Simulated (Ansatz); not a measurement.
# Response of PbO to small distortions

```yaml
crystal:
  lattice:
    - [3.97440, 0.00000, 0.00000]
    - [0.00000, 3.97440, 0.00000]
    - [0.00000, 0.00000, 5.02200]
  atoms:
    - { symbol: Pb, position: [0.00000, 0.50000, 0.23510] }
    - { symbol: Pb, position: [0.50000, 0.00000, 0.76490] }
    - { symbol: O, position: [0.00000, 0.00000, 0.00000] }
    - { symbol: O, position: [0.50000, 0.50000, 0.00000] }
```

Atom numbers follow the list: Pb1, Pb2, O3, O4.

Structure: COD 9012700, as refined from experiment and not relaxed.

Spin–orbit coupling is left out, though it moves levels of the heavy atoms by tenths of an eV or more.

The calculation used DFT, LDA, all-electron LAPW, scalar-relativistic in Ansatz 0.2.0.

The runs use a Γ-centred 7×7×6 k mesh, Fermi–Dirac smearing of 0.03 eV, basis error target 1 meV/atom, no spin polarisation.

The unchanged cell is at -1.80 GPa.

x, y and z are the Cartesian axes of the cell as listed; fractional coordinates follow a strain, and an engineering shear is twice the off-diagonal strain component.

Problem. One change gave: energy change under 1 meV/atom; stress change (xx, yy, zz, yz, xz, xy) 0.03, 0.03, 0.02, -0.41, -0.41, -0.59 GPa, compression positive; change of the force on Pb1 (-0.060, -0.060, 0.003) eV/Å; gap on the k mesh 1.46 → 1.45 eV. Which change was it?
A. equal xy, yz and zx engineering shear strains of -2 %
B. equal xy, yz and zx engineering shear strains of -1 %
C. equal xy, yz and zx engineering shear strains of +1 %
D. equal xy, yz and zx engineering shear strains of +2 %

Solution. C. For equal xy, yz and zx engineering shear strains of -2 %: energy change +4 meV/atom; stress change (xx, yy, zz, yz, xz, xy) 0.11, 0.11, 0.08, 0.85, 0.85, 1.22 GPa, compression positive; change of the force on Pb1 (0.124, 0.124, 0.013) eV/Å; gap on the k mesh 1.46 → 1.44 eV. For equal xy, yz and zx engineering shear strains of -1 %: energy change under 1 meV/atom; stress change (xx, yy, zz, yz, xz, xy) 0.03, 0.03, 0.02, 0.42, 0.42, 0.60 GPa, compression positive; change of the force on Pb1 (0.061, 0.061, 0.003) eV/Å; gap on the k mesh 1.46 → 1.46 eV. For equal xy, yz and zx engineering shear strains of +2 %: energy change +3 meV/atom; stress change (xx, yy, zz, yz, xz, xy) 0.10, 0.10, 0.08, -0.81, -0.81, -1.18 GPa, compression positive; change of the force on Pb1 (-0.119, -0.119, 0.013) eV/Å; gap on the k mesh 1.46 → 1.42 eV.
